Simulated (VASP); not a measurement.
# K in VASP: settings compared

The runs below take K through work function, with PBEsol, RPBE, revPBE, BLYP.

Program: VASP 6.6.1. These are calculated values, not measurements. Logs are shortened: lines on timing, memory, paths and dates and some standing lists are left out, and cuts for length are marked.

## 1. The slab as given

The cell holds a slab with vacuum, 3 atoms: a = 4.535 Å, b = 4.535 Å, c = 22.405 Å, α = 90.00°, β = 90.00°, γ = 109.47°.

The slab is cut from a database's or a generator's crystal, which needn't be the stable form of the element.

## 2. Work function, PBEsol

File INCAR:

```
PREC = Accurate ; ENCUT = 520
EDIFF = 1E-6 ; ISMEAR = -1
SIGMA = 0.05 ; LREAL = False
LASPH = True ; NELM = 80
ALGO = Fast ; ISIF = 2
LWAVE = False ; LCHARG = True
LDIPOL = True ; IDIPOL = 3
DIPOL = 0.5 0.5 0.500 ; GGA = PS
LELF = True ; LVHAR = True
LVACPOTAV = True
```

File KPOINTS:

```
regular mesh
0
Gamma
  6 6 1
```

File POSCAR:

```
K
1.0
    4.5345090142      0.0000000000      0.0000000000
   -1.5115030047      4.2751760977      0.0000000000
    0.0000000000      0.0000000000     22.4048222126
K
3
Direct
    0.5000000000      0.5000000000      0.3347493646
    0.0000000000      0.0000000000      0.5000000000
    0.5000000000      0.5000000000      0.6652506354
```

Potentials or basis: VASP PAW PBE potentials, release 64 (K_sv).

On the command line:

```sh
> cat potpaw_PBE.64/K_sv/POTCAR > POTCAR
> mpirun -np 1 vasp_std > vasp.out
```

OUTCAR:

```text
PREC = Accurate
   ENCUT = 520
   EDIFF = 1E-6
   ISMEAR = -1
   LREAL = False
   LASPH = True
   NELM = 80
   ISIF = 2
   GGA = PS

 ion  position               nearest neighbor table
   1  0.500  0.500  0.335-
   2  0.000  0.000  0.500-
   3  0.500  0.500  0.665-

  LATTYP: Found a base centered orthorhombic cell.
 ALAT       =     5.2360000000
 B/A-ratio  =     1.4142135624
 C/A-ratio  =     4.2789958389

  Lattice vectors:

 A1 = (   4.5345090142,   0.0000000000,   0.0000000000)
 A2 = (  -1.5115030047,   4.2751760977,   0.0000000000)
 A3 = (   0.0000000000,   0.0000000000,  22.4048222126)

Analysis of symmetry for initial positions (statically):
=====================================================================
 Subroutine PRICEL returns:
 Original cell was already a primitive cell.

 Routine SETGRP: Setting up the symmetry group for a
 base centered orthorhombic supercell.

 Subroutine GETGRP returns: Found  8 space group operations
 (whereof  8 operations were pure point group operations)
 out of a pool of  8 trial point group operations.

The static configuration has the point symmetry D_2h.

Analysis of symmetry for dynamics (positions and initial velocities):
=====================================================================
 Subroutine PRICEL returns:
 Original cell was already a primitive cell.

 Routine SETGRP: Setting up the symmetry group for a
 base centered orthorhombic supercell.

 Subroutine GETGRP returns: Found  8 space group operations
 (whereof  8 operations were pure point group operations)
 out of a pool of  8 trial point group operations.

The dynamic configuration has the point symmetry D_2h.

 Subroutine INISYM returns: Found  8 space group operations
 (whereof  8 operations are pure point group operations),
 and found     1 'primitive' translations

----------------------------------------------------------------------------------------

                                     Primitive cell

  volume of cell :     434.3360

  direct lattice vectors                    reciprocal lattice vectors
     4.534509014  0.000000000  0.000000000     0.220531042  0.077969498  0.000000000
    -1.511503005  4.275176098  0.000000000     0.000000000  0.233908493  0.000000000
     0.000000000  0.000000000 22.404822213     0.000000000  0.000000000  0.044633249

  length of vectors
     4.534509014  4.534509014 22.404822213     0.233908493  0.233908493  0.044633249

  position of ions in fractional coordinates (direct lattice)
[... 74 lines left out ...]
   NFREE  =      0    steps in history (QN), initial steepest desc. (CG)
   ISIF   =      2    stress and relaxation
   ISYM   =      2    0-nonsym 1-usesym 2-fastsym
   POTIM  = 0.5000    time-step for ionic-motion
   TEBEG  =    0.0;   TEEND  =   0.0 temperature during run
   PSTRESS=    0.0 pullay stress
   NELECT =      27.0000    total number of electrons
   NUPDOWN=      -1.0000    fix difference up-down
   EMIN   =  10.00;   EMAX   =-10.00  energy-range for DOS
   EFERMI =   0.00;   METHOD = LEGACY
   ISMEAR =    -1;   SIGMA  =   0.05  broadening in eV -4-tet -1-fermi 0-gaus
   EFERMI_NEDOS =   21; number of points for ismear=-14 and -15
   IALGO  =     68    algorithm
   IMIX   =      4    mixing-type and parameters
     AMIX     =   0.40;   BMIX     =  1.00
     AMIX_MAG =   1.60;   BMIX_MAG =  1.00
  volume/ion in A,a.u.               =     144.78       977.01
  Fermi-wavevector in a.u.,A,eV,Ry     =   0.648516  1.225518  5.722247  0.420573
  Thomas-Fermi vector in A             =   1.717174
   LORBIT       =      0    0 simple, 1 ext, 2 COOP (PROOUT), +10 PAW based schemes
   GGA     = PS    functional components
   LHFCALC =     F    Hartree Fock is set to
   AEXX    =    0.0000 exact exchange contribution
   IVDW    =     0    specifies the selected vdW correction
   LEPSILON=     F    determine dielectric tensor
   LRPA    =     F    only Hartree local field effects (RPA)
 non-spin polarized calculation
 RMM-DIIS sequential band-by-band and
  energy-cutoff  :      520.00
  volume of cell :      434.34
 maximum number of plane-waves:     11730
 NGX is ok and might be reduce to    36
   NGX = 17   NGY = 17   NGZ = 83

 number of electron      26.9999999 magnetization

 dipolmoment           0.000000      0.000000     -0.000000 electrons x Angstroem

 Free energy of the ion-electron system (eV)
  ---------------------------------------------------
  ext. energy  EPLUGINS =         0.00000000
  ---------------------------------------------------
  free energy    TOTEN  =        -3.11461521 eV

  energy without entropy =       -3.09414147  energy(sigma->0) =       -3.10437834

 E-fermi :  -1.1991     XC(G=0):  -3.4474

 val. band max:       -1.3009068941   @ k =   0.5000   0.1667   0.0000
 cond. band min:      -1.1227241132   @ k =   0.3333   0.1667   0.0000
 fundamental gap:      0.1781827809
 Fermi energy:        -1.1990973759

 k-point     1 :       0.0000    0.0000    0.0000
  band No.  band energies     occupation
      1     -33.4070      2.00000
      2     -33.4070      2.00000
      3     -33.1876      2.00000
      4     -16.9660      2.00000
      5     -16.9633      2.00000
      6     -16.9171      2.00000
[... 237 lines left out ...]
      4     -16.9749      2.00000
      5     -16.9746      2.00000
      6     -16.9546      2.00000
[... 9 lines left out ...]
     16      -0.0229      0.00000
     17       0.4102      0.00000

------------------------ aborting loop because EDIFF is reached ----------------------------------------

  FORCE on cell =-STRESS in cart. coord.  units (eV):
  Direction    XX          YY          ZZ          XY          YZ          ZX
  --------------------------------------------------------------------------------------
  -------------------------------------------------------------------------------------
  Total       -0.2136902     -0.3393131     -0.0418779     -0.1776577      0.0000000      0.0000000
  in kB       -0.7882599     -1.2516574     -0.1544791     -0.6553431      0.0000000      0.0000000
  external PRESSURE =      -0.7314655 kB  Pullay stress =       0.0000000 kB

 VOLUME and BASIS-vectors are now :
 -----------------------------------------------------------------------------
  energy-cutoff  :      520.00
  volume of cell :      434.34
      direct lattice vectors                 reciprocal lattice vectors
     4.534509014  0.000000000  0.000000000     0.220531042  0.077969498  0.000000000
    -1.511503005  4.275176098  0.000000000     0.000000000  0.233908493  0.000000000
     0.000000000  0.000000000 22.404822213     0.000000000  0.000000000  0.044633249

 POSITION                                       TOTAL-FORCE (eV/Angst)
 -----------------------------------------------------------------------------------
      1.51150      2.13759      7.50000         0.000000     -0.000000      0.003750
      0.00000      0.00000     11.20241        -0.000000      0.000000      0.000000
      1.51150      2.13759     14.90482        -0.000000      0.000000     -0.003750
 -----------------------------------------------------------------------------------
    total drift:                                0.000000     -0.000000      0.000000

  FREE ENERGIE OF THE ION-ELECTRON SYSTEM (eV)
  ---------------------------------------------------
  free  energy   TOTEN  =        -3.1146152124 eV

  energy  without entropy=       -3.0941414744  energy(sigma->0) =       -3.10437834

 vacuum level on the upper side and lower side of the slab         1.234         1.234
```

stdout:

```text
POSCAR found type information on POSCAR K
 POSCAR found :  1 types and       3 ions
 scaLAPACK will be used
 -----------------------------------------------------------------------------
[... 24 lines left out ...]
|     Did not find any points to average over, which means that no vacuum     |
|     field-free region was found. Please increase the size of  your cell     |
|     in the dimension of the dipole correction to obtain accurate            |
|     workfunction values.                                                    |
|                                                                             |
 -----------------------------------------------------------------------------
```

It took 2.3 min on 1 thread of Intel Xeon 6975P-C (Granite Rapids), shared host; peak memory 0.5 GiB.

What came out:

```yaml
Free_energy: -3.1146 eV
Largest_force: 0.004 eV/Å
Band_gap_on_the_k_mesh: none (metal or under the smearing width)
Work_function_of_the_upper_face: 2.43 eV
Work_function_of_the_lower_face: 2.43 eV
```

Forces in eV/Å, atoms in the order of the input:
```
K    0.000  0.000  0.004
K    0.000  0.000  0.000
K    0.000  0.000 -0.004
```

Caveat: the PAW data sets were made with another functional, which shifts forces and pressure a little.

## 3. Work function, RPBE

Edit INCAR of step 2 so:

```diff
@@ -7,3 +7,3 @@
 LDIPOL = True ; IDIPOL = 3
-DIPOL = 0.5 0.5 0.500 ; GGA = PS
+DIPOL = 0.5 0.5 0.500 ; GGA = RP
 LELF = True ; LVHAR = True
```

KPOINTS is that of step 2.

POSCAR is that of step 2.

Potentials or basis: VASP PAW PBE potentials, release 64 (K_sv).

On the command line:

```sh
> cat potpaw_PBE.64/K_sv/POTCAR > POTCAR
> mpirun -np 1 vasp_std > vasp.out
```

OUTCAR:

```text
PREC = Accurate
   ENCUT = 520
   EDIFF = 1E-6
   ISMEAR = -1
   LREAL = False
   LASPH = True
   NELM = 80
   ISIF = 2
   GGA = RP

 ion  position               nearest neighbor table
   1  0.500  0.500  0.335-
   2  0.000  0.000  0.500-
   3  0.500  0.500  0.665-

  LATTYP: Found a base centered orthorhombic cell.
 ALAT       =     5.2360000000
 B/A-ratio  =     1.4142135624
 C/A-ratio  =     4.2789958389

  Lattice vectors:

 A1 = (   4.5345090142,   0.0000000000,   0.0000000000)
 A2 = (  -1.5115030047,   4.2751760977,   0.0000000000)
 A3 = (   0.0000000000,   0.0000000000,  22.4048222126)

Analysis of symmetry for initial positions (statically):
=====================================================================
 Subroutine PRICEL returns:
 Original cell was already a primitive cell.

 Routine SETGRP: Setting up the symmetry group for a
 base centered orthorhombic supercell.

 Subroutine GETGRP returns: Found  8 space group operations
 (whereof  8 operations were pure point group operations)
 out of a pool of  8 trial point group operations.

[... 157 lines left out ...]

 val. band max:       -1.1720244062   @ k =   0.5000   0.1667   0.0000
 cond. band min:      -0.9952364360   @ k =   0.3333   0.1667   0.0000
 fundamental gap:      0.1767879703
 Fermi energy:        -1.0708595394

 k-point     1 :       0.0000    0.0000    0.0000
  band No.  band energies     occupation
      1     -33.5151      2.00000
      2     -33.5151      2.00000
      3     -33.3180      2.00000
      4     -16.9717      2.00000
      5     -16.9690      2.00000
      6     -16.9222      2.00000
[... 237 lines left out ...]
      4     -16.9786      2.00000
      5     -16.9783      2.00000
      6     -16.9607      2.00000
[... 9 lines left out ...]
     16       0.1044      0.00000
     17       0.5175      0.00000

------------------------ aborting loop because EDIFF is reached ----------------------------------------

  FORCE on cell =-STRESS in cart. coord.  units (eV):
  Direction    XX          YY          ZZ          XY          YZ          ZX
  --------------------------------------------------------------------------------------
  -------------------------------------------------------------------------------------
  Total        0.4143490      0.2839345      0.3822926     -0.1844340      0.0000000      0.0000000
  in kB        1.5284497      1.0473768      1.4101999     -0.6803398      0.0000000      0.0000000
  external PRESSURE =       1.3286754 kB  Pullay stress =       0.0000000 kB

 VOLUME and BASIS-vectors are now :
 -----------------------------------------------------------------------------
  energy-cutoff  :      520.00
  volume of cell :      434.34
      direct lattice vectors                 reciprocal lattice vectors
     4.534509014  0.000000000  0.000000000     0.220531042  0.077969498  0.000000000
    -1.511503005  4.275176098  0.000000000     0.000000000  0.233908493  0.000000000
     0.000000000  0.000000000 22.404822213     0.000000000  0.000000000  0.044633249

 POSITION                                       TOTAL-FORCE (eV/Angst)
 -----------------------------------------------------------------------------------
      1.51150      2.13759      7.50000         0.000000      0.000000     -0.053817
      0.00000      0.00000     11.20241        -0.000000      0.000000      0.000000
      1.51150      2.13759     14.90482         0.000000      0.000000      0.053817
 -----------------------------------------------------------------------------------
    total drift:                                0.000000     -0.000000      0.000000

  FREE ENERGIE OF THE ION-ELECTRON SYSTEM (eV)
  ---------------------------------------------------
  free  energy   TOTEN  =        -2.5757676935 eV

  energy  without entropy=       -2.5552617494  energy(sigma->0) =       -2.56551472

 vacuum level on the upper side and lower side of the slab         1.249         1.249
```

stdout:

```text
POSCAR found type information on POSCAR K
 POSCAR found :  1 types and       3 ions
 scaLAPACK will be used
 -----------------------------------------------------------------------------
[... 24 lines left out ...]
|     Did not find any points to average over, which means that no vacuum     |
|     field-free region was found. Please increase the size of  your cell     |
|     in the dimension of the dipole correction to obtain accurate            |
|     workfunction values.                                                    |
|                                                                             |
 -----------------------------------------------------------------------------
```

Run time: 2.1 min. Hardware: 1 thread of Intel Xeon 6975P-C (Granite Rapids), shared host; peak memory 0.5 GiB.

What came out:

* Free energy: -2.5758 eV
* Largest force: 0.054 eV/Å
* Band gap on the k mesh: none (metal or under the smearing width)
* Work function of the upper face: 2.32 eV
* Work function of the lower face: 2.32 eV

Forces in eV/Å, atoms in the order of the input:
```
K    0.000  0.000 -0.054
K    0.000  0.000  0.000
K    0.000  0.000  0.054
```

Levels at points of the mesh, in eV from the Fermi level:
```csv
k point,band 11,band 12,band 13,band 14,band 15,band 16,band 17
"(0.00, 0.00, 0.00)",-15.67,-15.66,-2.01,-1.42,-0.48,0.61,1.28
"(0.50, 0.00, 0.00)",-15.68,-15.66,0.09,0.13,0.57,0.68,1.38
"(0.50, 0.50, 0.00)",-15.70,-15.68,0.64,0.75,1.10,1.18,1.59
```

Caveat: the PAW data sets were made with another functional, which shifts forces and pressure a little.

[end of part 1 of 2]
